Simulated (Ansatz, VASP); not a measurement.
## Two plane-wave programs on As

INCAR

```
PREC = Accurate
ENCUT = 520
EDIFF = 1E-7
ISMEAR = -1
SIGMA = 0.1
LREAL = F
LASPH = T
NELM = 60
ALGO = Fast
ISIF = 2
LWAVE = F
LCHARG = T
GGA = PE
LELF = T
LVHAR = T
NBANDS = 8
```

KPOINTS

```
regular mesh
0
Gamma
  14 14 14
```

The input POSCAR:

```
As
1.0
    0.0000000000      2.0833050000      2.0833050000
    2.0833050000      0.0000000000      2.0833050000
    2.0833050000      2.0833050000      0.0000000000
As
1
Direct
    0.0000000000      0.0000000000      0.0000000000
```

Input for Ansatz:

```yaml
crystal:
  lattice:
    - [0.0, 2.083305, 2.083305]
    - [2.083305, 0.0, 2.083305]
    - [2.083305, 2.083305, 0.0]
  atoms:
    - { symbol: As, position: [0.0, 0.0, 0.0] }
  symmetry: { tolerance: 0.0003 }
kpoints:
  mp_grid: { grid: [14, 14, 14], shift: [0, 0, 0] }
  band_path:
    path:
      - [0.0, 0.0, 0.0]
      - [0.5, 0.0, 0.5]
      - [0.625, 0.25, 0.625]
      - [0.375, 0.375, 0.75]
      - [0.0, 0.0, 0.0]
      - [0.5, 0.5, 0.5]
      - [0.5, 0.25, 0.75]
      - [0.5, 0.0, 0.5]
    npoints: 8
magnetization:
  spin_polarized: false
scf:
  occupations: { method: fermi_dirac }
  lower_state_search: "off"
  max_iter: 200
hamiltonian:
  pseudopotentials: { kind: paw }
  xc: pbe
basis:
  ecutwfc: 420
  fft_grid_basis: typed
output:
  forces: true
  stress: true
  eigenvalues: true
  bader: true
  populations: true
  elf: true
  write_potential: true
  volumetric_format: npy
  dos:
    e_range: [-12, 8]
    de: 0.05
    projected: { site_lists: { As: [As] } }
checkpoint:
  read: saved_state
```

Alike in both runs: task single point; functional PBE; k mesh 14 × 14 × 14; no spin polarisation.

```csv
,VASP,Ansatz
version,VASP 6.6.1,Ansatz 0.2.0
potentials or method,"VASP PAW PBE potentials, release 64 (As)",PAW plane waves
plane-wave cutoff (eV),520,420
occupations,"fermi-dirac, width 0.1 eV",fermi-dirac
valence electrons in the cell,5,15
```

|  | VASP | Ansatz | Ansatz less VASP |
| --- | --- | --- | --- |
| pressure (GPa) | 6.1 | 6.0 | -0.12 |

The two sets of potentials don't hold the same shells in valence.
